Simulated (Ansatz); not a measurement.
`C=C(Br)CC` + H₂ → `C=CCC` + HBr  (hydrogenolysis of a C–Br bond)

Gas-phase electronic energies from Ansatz, PBE0-D4/def2-TZVP geometries. CBS: MP2 limit from def2 TZ/QZ plus the TZ coupled-cluster correction, frozen cores. This one scheme is used for every species. DFT in def2-TZVPP. B3LYP here is the variant with VWN-RPA as its local correlation; programs differ in this. For Br outer-core shells are correlated without core-valence functions, which leaves a few kJ/mol of doubt a bond. Scalar relativity is left out up to krypton. One conformer a species, not always the lowest.

`C=C(Br)CC`:

Z-matrix (Å, degrees):
```
C
C 1 1.523
C 1 1.491 2 113.8
H 1 1.095 2 109.6 3 -122.2
H 1 1.094 2 110.0 3 120.4
H 2 1.092 1 110.4 3 -179.7
H 2 1.092 1 110.9 3 -59.7
H 2 1.091 1 111.1 3 60.5
Br 3 1.905 1 114.6 2 -65.6
C 3 1.322 1 126.3 2 114.3
H 10 1.085 3 119.3 1 0.4
H 10 1.081 3 122.6 1 -179.7
```

H₂:

Z-matrix (Å, degrees):
```
H
H 1 0.746
```

`C=CCC`:

```xyz
12

C    -1.582    0.642    1.027
C    -0.866    0.424   -0.067
C     0.115   -0.686   -0.248
C     1.523   -0.178   -0.532
H    -1.503   -0.009    1.893
H    -2.273    1.474    1.099
H    -0.973    1.105   -0.911
H     0.115   -1.321    0.643
H    -0.211   -1.318   -1.084
H     1.541    0.453   -1.425
H     1.898    0.419    0.302
H     2.216   -1.006   -0.696
```

HBr:

```xyz
2

Br    0.312    0.300   -0.563
H    -0.312   -0.300    0.563
```

CCSD(T)/CBS gives -59.1 kJ/mol.

Another level gave -64.7 kJ/mol. Which?
A. B3LYP/def2-TZVPP
B. B2PLYP/def2-TZVPP
C. SCS-MP2/def2-TZVPP
D. revPBE-D4/def2-TZVPP

B. B2PLYP -64.7, SCS-MP2/def2-TZVPP -56.4, B3LYP -72.1, revPBE-D4 -47.3 kJ/mol.

Largest T1 diagnostic among the species: 0.010.

In def2-TZVPP, CCSD(T) changes the Hartree–Fock value by +32.0 kJ/mol (the triples alone add +7.6 kJ/mol) and MP2 by +43.4 kJ/mol. From r2SCAN to r2SCAN0 (25 % exact exchange), in def2-TZVPP and without D4, ΔE moves by −6.8 kJ/mol.

CCSD(T)/CBS has its own doubt, a few kJ/mol and more with outer-core shells, so smaller differences from it don't rank the levels.
